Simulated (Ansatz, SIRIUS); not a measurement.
This is a calculation of CdSe (Cadmoselite) for SIRIUS 7.12.0. 

The input sirius.json:

```json
{
  "control": {
    "processing_unit": "cpu",
    "std_evp_solver_name": "lapack",
    "gen_evp_solver_name": "lapack",
    "verbosity": 2,
    "print_forces": true,
    "ortho_rf": true,
    "use_second_variation": true,
    "rmt_max": 3.0,
    "num_bands_to_print": 24,
    "save_wf": true
  },
  "parameters": {
    "electronic_structure_method": "full_potential_lapwlo",
    "xc_functionals": ["XC_GGA_X_PBE_SOL", "XC_GGA_C_PBE_SOL"],
    "core_relativity": "dirac",
    "valence_relativity": "iora",
    "num_fv_states": 51,
    "smearing": "fermi_dirac",
    "smearing_width": 0.0018374661,
    "pw_cutoff": 20,
    "gk_cutoff": 3.65,
    "lmax_apw": 10,
    "lmax_rho": 8,
    "lmax_pot": 8,
    "num_mag_dims": 0,
    "auto_rmt": 0,
    "ngridk": [7, 7, 4],
    "shiftk": [0, 0, 0],
    "num_dft_iter": 80,
    "energy_tol": 1e-07,
    "density_tol": 1e-05,
    "use_symmetry": true
  },
  "settings": {"tol_ne": 1e-10},
  "iterative_solver": {"type": "exact"},
  "mixer": {"type": "anderson", "beta": 0.5, "max_history": 8},
  "unit_cell": {
    "lattice_vectors": [[8.1258223359, 0.0, 0.0], [-4.0629111679, 7.0371685696, 0.0], [0.0, 0.0, 13.2658773949]],
    "atom_types": ["Cd", "Se"],
    "atom_files": {"Cd": "Cd.json", "Se": "Se.json"},
    "atoms": {
      "Cd": [[0.6666666667, 0.3333333333, 0.5], [0.3333333333, 0.6666666667, 0.0]],
      "Se": [[0.6666666667, 0.3333333333, 0.885], [0.3333333333, 0.6666666667, 0.385]]
    }
  }
}
```

Potentials or basis: all-electron FP-LAPW, apw+lo standard.

Run with:

```bash
$ OMP_NUM_THREADS=1 sirius.scf --input=sirius_start.json --output=start.json
$ OMP_NUM_THREADS=1 sirius.scf --input=sirius.json --output=output.json --task=1
```

Translate it to Ansatz 0.2.0. Potentials or basis there: Ansatz PAW, cutoff 420 eV.

As run (cutoffs and basis follow the program's own potentials, and thresholds, step limits or extra output files can differ):

Contents of input.yaml:

```yaml
crystal:
  lattice:
    - [4.3, 0.0, 0.0]
    - [-2.15, 3.7239092363, 0.0]
    - [0.0, 0.0, 7.02]
  atoms:
    - { symbol: Cd, position: [0.6666666667, 0.3333333333, 0.5] }
    - { symbol: Cd, position: [0.3333333333, 0.6666666667, 0.0] }
    - { symbol: Se, position: [0.6666666667, 0.3333333333, 0.885] }
    - { symbol: Se, position: [0.3333333333, 0.6666666667, 0.385] }
hamiltonian:
  xc: pbesol
  pseudopotentials: { kind: paw }
kpoints:
  mp_grid: { grid: [7, 7, 4] }
scf:
  occupations: { method: fermi_dirac, width: 0.05 }
output:
  forces: true
  stress: true
  eigenvalues: true
  write_density: true
  write_potential: true
  elf: true
  volumetric_format: npy
```

Potentials or basis: Ansatz PAW.

Launch:

```bash
$ ansatz run input.yaml --threads 1 --pin off --max-ram 3584MiB --backend cpu --events-out ev --progress --plain --runs-dir out
```

Both were run:

|  | SIRIUS | Ansatz |
| --- | --- | --- |
| Largest force | 0.265 eV/Å | 0.265 eV/Å |

Ansatz's potentials were made for PBE.

Where Ansatz's input types no cutoff or centring, it takes its own default and a Γ-centred mesh.
